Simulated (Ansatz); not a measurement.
# HgTe: the cost of one run

Method: DFT PBEsol, scalar-relativistic, plane waves, PAW, in Ansatz 0.2.0.

1 further run of the same task is left out (set aside as unsound or not needed).

## (1) The system as given

It takes space group F-43m (No. 216, cubic). The conventional cell has a = 6.447 Å, b = 6.447 Å, c = 6.447 Å, α = 90.00°, β = 90.00°, γ = 90.00°. Hg (site symmetry -43m) has 4 Te at 2.79 Å as nearest neighbours. Around Te (site symmetry -43m) lie 4 Hg at 2.79 Å.

Structure file:

```xyz
2
Lattice="0.0000 3.2235 3.2235 3.2235 0.0000 3.2235 3.2235 3.2235 0.0000" Properties=species:S:1:pos:R:3 pbc="T T T"
Hg    0.0000    0.0000    0.0000
Te    4.8353    4.8353    4.8353
```

The structure comes from the Crystallography Open Database.

(A quick probe on a coarse mesh, which set the mesh and smearing, is not shown.)

## (3) Relaxing cell and atoms

Input file input.yaml:

```yaml
crystal:
  lattice:
    - [0.0, 3.2235, 3.2235]
    - [3.2235, 0.0, 3.2235]
    - [3.2235, 3.2235, 0.0]
  atoms:
    - { symbol: Hg, position: [0.0, 0.0, 0.0] }
    - { symbol: Te, position: [0.75, 0.75, 0.75] }
basis:
  ecutwfc: 420
kpoints:
  mp_grid: { grid: [12, 12, 12] }
hamiltonian:
  xc: pbesol
scf:
  occupations: { method: gaussian, width: 0.1 }
output:
  forces: true
  stress: true
  eigenvalues: true
relax:
  adjacent_minimum: "off"
  f_tol: 0.005
  max_steps: 80
  cell: { stress_tol: 0.05 }
```

On the command line:

```bash
$ ansatz run input.yaml --threads 2 --pin off --max-ram 5120MiB --backend cpu --events-out ev --progress --plain --runs-dir out
```

What time and memory should one allow on 2 threads of Intel Xeon at 2.70GHz, shared host?

About 38 s, with a peak of 0.48 GiB.
